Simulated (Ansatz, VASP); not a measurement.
**Two plane-wave programs on MgO2**

```
Mg O
1.0
    -1.98295    1.98295    2.34010
     1.98295   -1.98295    2.34010
     1.98295    1.98295   -2.34010
Mg O
2 4
Direct
  0.25000 0.25000 0.00000
  0.75000 0.75000 0.00000
  0.62323 0.12323 0.74646
  0.37677 0.87677 0.25354
  0.12323 0.37677 0.50000
  0.87677 0.62323 0.50000
```

Alike in both runs: functional LDA; k mesh 8 × 8 × 8; no spin polarisation.

Ansatz relaxed the structure, and its values are those at the end. VASP's run is a single point on that final structure, the one shown.

|  | VASP | Ansatz |
| --- | --- | --- |
| version | VASP 6.6.1 | Ansatz 0.2.0 |
| potentials or method | VASP PAW LDA potentials, release 64 (Mg, O) | scalar-relativistic, plane waves, PAW |
| plane-wave cutoff (eV) | 520 | 600 |
| occupations | gaussian, width 0.01 eV | fixed |
| valence electrons in the cell | 28 | 44 |

```csv
,VASP,Ansatz,Ansatz less VASP
gap on the k mesh at the Fermi level (eV),3.90,3.97,+0.064
least direct gap on the mesh (eV),4.92,4.98,+0.058
rms of the force components (eV/Å),0.196,0.000,-0.1962
```

The two sets of potentials don't hold the same shells in valence.

 A k mesh can miss the band edges.
